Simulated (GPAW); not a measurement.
A run of GPAW 26.7.0:

run.py

```python
from ase.dft.bandgap import bandgap
from ase.io import read, write
from ase.units import GPa
from gpaw import GPAW, PW

atoms = read('NiO.xyz')
atoms.set_initial_magnetic_moments([1.0, 0.0])

calc = GPAW(mode=PW(800),
            xc='RPBE',
            kpts={'size': (11, 11, 11), 'gamma': True},
            occupations={'name': 'fermi-dirac', 'width': 0.05},
            nbands=22,
            convergence={'density': 1e-05, 'energy': 1e-05},
            maxiter=150,
            txt='gpaw.txt')
atoms.calc = calc
energy = atoms.get_potential_energy()
forces = atoms.get_forces()
stress = atoms.get_stress()
calc.write('gs.gpw')
write('result.traj', atoms)
print(f'Energy: {energy:.6f} eV')
print('Forces (eV/A):')
print(forces.round(4))
print('Stress (GPa):', (stress / GPa).round(3))
print('Moments:', calc.get_magnetic_moments().round(3))
print('Fermi level:', round(calc.get_fermi_level(), 4), 'eV')
print(f'Gap: {bandgap(calc)[0]:.4f} eV, direct: {bandgap(calc, direct=True)[0]:.4f} eV')

path = atoms.cell.bandpath('GXWKGLUWLK,UX', npoints=60, eps=1e-4)
bs_calc = calc.fixed_density(kpts=path, symmetry='off', nbands=31,
                             convergence={'bands': 'CBM+6.0', 'eigenstates': 1e-6}, txt='bands.txt')
bs = bs_calc.band_structure()
bs.write('bs.json')
print(f'Gap on the path: {bandgap(bs_calc)[0]:.4f} eV')
```

The input NiO.xyz:

```xyz
2
Lattice="0.0000000000 2.0859016414 2.0859016414 2.0859016414 0.0000000000 2.0859016414 2.0859016414 2.0859016414 0.0000000000" Properties=species:S:1:pos:R:3 pbc="T T T"
Ni     0.0000000000      0.0000000000      0.0000000000
O      2.0859016414      2.0859016414      2.0859016414
```

Potentials or basis: the program's PAW data sets (release 1.2.1) made for this functional, pw.

Run with:

```sh
$ OMP_NUM_THREADS=1 python run.py
```

Hardware: 1 thread of Arm Neoverse V1, with other jobs on the host.

Task: How long does it take, and how much memory?

Result: Wall time 92 s on 1 thread of Arm Neoverse V1, with other jobs on the host, peak memory 0.28 GiB. Counts: scf iterations 21, plane waves 950, bands 22, k points 56.
